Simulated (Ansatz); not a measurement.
# ZnS at 30 GPa: from Born charge to LO–TO splitting and polaron coupling

Computed with DFT PBEsol, scalar-relativistic, plane waves, PAW in Ansatz. Plane waves to 420 eV; Γ-centred k mesh 10×10×10; fixed occupations. No spin polarisation. Phonons by linear response, acoustic sum rule imposed.

The cell, relaxed at 30 GPa:
```
CELL_PARAMETERS angstrom
0.00000 2.48162 2.48162
2.48162 0.00000 2.48162
2.48162 2.48162 0.00000
ATOMIC_POSITIONS crystal
Zn 0.00000 0.00000 0.00000
S 0.75000 0.75000 0.75000
```

The real crystal has changed phase below this pressure.

Linear response gives ν_TO = 403.1 cm⁻¹, Born charges ±1.610 e (positive on Zn) and ε∞ = 6.282. The primitive cell holds 30.566 Å³, and the masses are 65.380 and 32.060 amu.

Question: Find ν_LO and the static dielectric constant.

Answer: The long-wave field adds a restoring force: ω_LO² − ω_TO² = Z*²e²/(ε_vac ε∞ μV). In these units ν_LO² − ν_TO² = 4.92064×10⁷ Z*²/(μ V ε∞) cm⁻², with μ = m₁m₂/(m₁ + m₂) = 21.512 amu: 30890 cm⁻². So ν_LO = √(403.1² + 30890) = 439.7 cm⁻¹, and the run gives 439.7. Lyddane–Sachs–Teller then gives ε0 = ε∞ (ν_LO/ν_TO)² = 7.48, against 7.48 in the run (it forms both from the same three quantities, so the match checks the arithmetic only). Between ν_TO and ν_LO the dielectric function is negative and an undamped crystal reflects fully: a reststrahlen band from 22.7 to 24.8 μm.

Question: What do the Clausius–Mossotti polarisability and the Szigeti charge come to?

Answer: With the Lorentz local field, α = (3V/4π)(ε∞ − 1)/(ε∞ + 2) = 4.65 Å³ for the pair, and e_S = 3Z*/(ε∞ + 2) = 0.58 e. The Born charge includes the electrons' response to the dipole's own local field, and e_S takes that enhancement out. The Lorentz field assumes point-like polarisable ions, a poor picture once ε∞ is this large, since the electron clouds then overlap or are shared, so both numbers are formal here.

Question: How strongly does a slow electron couple to the LO mode?

Answer: For one isotropic parabolic band, Fröhlich's constant is α_F = (1/ε∞ − 1/ε0) √(m* Ry/ħω_LO), with Ry = 13.606 eV, ħω_LO = 54.5 meV and m* in free-electron masses: α_F = 0.0254 × 15.80 × √m* = 0.40 √m*. The band mass isn't part of this run; for m* = 0.1, 0.3 and 1 it gives 0.13, 0.22, 0.40. In weak coupling the polaron lies α_F ħω_LO below the band edge (12 meV at m* = 0.3) with a mass m*(1 + α_F/6); past α_F of about 5 or 6 that expansion fails. A semilocal functional's ε∞ tends to be too large, which taken alone lowers α_F.

Cost: 1 run of about 0.65 core-minutes, on Intel Xeon Platinum 8488C (Sapphire Rapids) (shared hosts).

Compressed zincblende ZnS comes out as a stiff, only moderately polar lattice. Ionic displacement raises the dielectric constant only from 6.282 to 7.48, so most of the static screening is electronic. The Born charge of 1.610 e lies below the formal divalent value, as expected where Zn 4s and 4p states mix with S 3p in tetrahedral bonds. It is a dynamical charge, however, and doesn't count the electrons transferred.

The modest LO–TO splitting follows from this charge and the strong electronic screening of the long-range field, while stiff short-range forces already hold the TO frequency high. The same small ionic response keeps the Fröhlich coupling weak: even at m* = 1 it reaches only 0.40, which favours a large, mobile polaron over self-trapping by this mechanism. The firm TO mode at Γ doesn't establish that the compressed lattice is dynamically stable, since zincblende crystals typically soften under pressure in their transverse acoustic branches near the zone boundary.
